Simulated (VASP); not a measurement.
## TiAl: single point with r2SCAN

The system is TiAl.

```xyz
2
Lattice="3.1791 0.0000 0.0000 0.0000 3.1791 0.0000 0.0000 0.0000 3.1791" Properties=species:S:1:pos:R:3 pbc="T T T"
Ti    0.0000    0.0000    0.0000
Al    1.5895    1.5895    1.5895
```

The cell comes from a database or a generator and needn't be the stable form of this composition.

| Property | Result |
| --- | --- |
| Program | VASP 6.6.1 |
| Task | single point |
| Functional | r2SCAN |
| Potentials or basis | VASP PAW PBE potentials, release 64 (Ti_sv, Al) |
| Cutoff | 520 eV |
| k mesh | 6 × 6 × 6 |
| Occupations | gaussian, width 0.1 eV |
| Spin | no spin polarisation |
| Dipole correction | no |
| Further INCAR settings | ALGO = Normal; EDIFF = 1e-06; NBANDS = 14 |

```json
{
  "Pressure": "-0.9 GPa",
  "Band gap on the k mesh": "none (metal or under the smearing width)"
}
```

Levels at points of the mesh, in eV from the Fermi level:
```tsv
k point	band 3	band 4	band 5	band 6	band 7	band 8	band 9	band 10	band 11	band 12
(0.00, 0.00, 0.00)	-34.47	-34.47	-9.91	-1.66	-1.66	2.01	2.01	2.01	4.57	4.57
(0.50, 0.00, 0.00)	-34.45	-34.45	-6.49	-5.64	-0.69	0.25	0.25	2.23	3.06	6.62
(0.50, 0.50, 0.00)	-34.62	-34.43	-5.28	-2.46	-2.46	-1.67	0.84	0.84	2.79	4.90
(0.50, 0.50, 0.50)	-34.60	-34.60	-3.31	-3.31	-3.31	0.87	2.83	2.83	2.83	2.85
```

Wall time 26 s on 1 thread of Intel(R) Xeon(R) Platinum 8259CL CPU @ 2.50GHz (Skylake/Cascade Lake), with other jobs on the host, peak memory 0.14 GiB.

Caveat: the PAW data sets were made with another functional, which shifts forces and pressure a little.
